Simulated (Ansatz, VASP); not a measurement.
# Pt: VASP beside Ansatz

```
Pt
1.0
    -1.56046    1.56046    1.63175
     1.56046   -1.56046    1.63175
     1.56046    1.56046   -1.63175
Pt
1
Cartesian
  0.0000 0.0000 0.0000
```

Change from the starting cell: strain -0.015 along x and y, +0.030 along z, atoms carried along.

Alike in both runs: task single point; functional PBEsol; k mesh 22 × 22 × 22; occupations gaussian, width 0.15 eV; no spin polarisation.

|  | VASP | Ansatz |
| --- | --- | --- |
| version | VASP 6.6.1 | Ansatz 0.2.0 |
| potentials or method | VASP PAW PBE potentials, release 64 (Pt) | scalar-relativistic, plane waves, PAW |
| plane-wave cutoff (eV) | 520 | 420 |
| valence electrons in the cell | 10 | 18 |

```csv
,VASP,Ansatz,Ansatz less VASP
gap on the k mesh at the Fermi level (eV),none,none,-
pressure (GPa),-11.3,-10.9,+0.37
largest component of the traceless stress (GPa),2.53,2.53,+0.003
```

A gap of «none» marks a metal or a gap that the smearing closes. The functional is the same, so the differences come from potentials, cutoffs and numerics. The two sets of potentials don't hold the same shells in valence.

Caveats: the PAW data sets were made with another functional, which shifts forces and pressure a little (VASP). Spin-orbit coupling is left out, which matters for the levels of Pt.
